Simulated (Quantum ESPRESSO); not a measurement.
Here is a Quantum ESPRESSO 7.5 calculation.

File pw.in:

```
&CONTROL
  calculation = 'vc-relax'
  prefix = 'pwscf'
  outdir = './tmp'
  pseudo_dir = './pseudo'
  tprnfor = .true.
  tstress = .true.
  disk_io = 'low'
  nstep = 40
  forc_conv_thr = 0.0004
  etot_conv_thr = 1d-05
/
&SYSTEM
  ibrav = 0
  nat = 2
  ntyp = 2
  ecutwfc = 82
  nbnd = 15
  input_dft = 'vdw-df2-b86r'
  occupations = 'smearing'
  smearing = 'fd'
  degauss = 0.00367493
/
&ELECTRONS
  conv_thr = 4d-10
  electron_maxstep = 120
  mixing_beta = 0.5
/
&IONS
  ion_dynamics = 'bfgs'
/
&CELL
  cell_dynamics = 'bfgs'
  press = 0
  press_conv_thr = 0.3
/
ATOMIC_SPECIES
W    183.8400 W.upf
C     12.0110 C.upf
CELL_PARAMETERS bohr
   5.4924889812    0.0000000000    0.0000000000
  -2.7462444906    4.7566349877    0.0000000000
   0.0000000000    0.0000000000    5.3603971251
ATOMIC_POSITIONS bohr
W      0.0000000000    0.0000000000    0.0000000000
C      2.7462444909    1.5855449958    2.6801985626
K_POINTS automatic
10 10 9 0 0 0
```

Potentials or basis: PseudoDojo 0.4.1 SR PBE standard.

Run with:

```console
$ OMP_NUM_THREADS=1 pw.x -in pw.in > pw.out
```

**Question.** What does it give for the relaxed volume?

**Answer.** 10.46 Å³/atom.

**Question.** Estimate the band gap on the k mesh.

**Answer.** None (metal or under the smearing width).

Final structure:
```yaml
crystal:
  lattice:
    - [2.91533, 0.00000, 0.00000]
    - [-1.45767, 2.52475, 0.00000]
    - [0.00000, 0.00000, 2.84247]
  atoms:
    - { symbol: W, position: [0.00000, 0.00000, 0.00000] }
    - { symbol: C, position: [0.66667, 0.33333, 0.50000] }
```

Caveat: the potentials were made for another functional, which shifts forces and pressure. Spin-orbit coupling is left out, which matters for the levels of W.
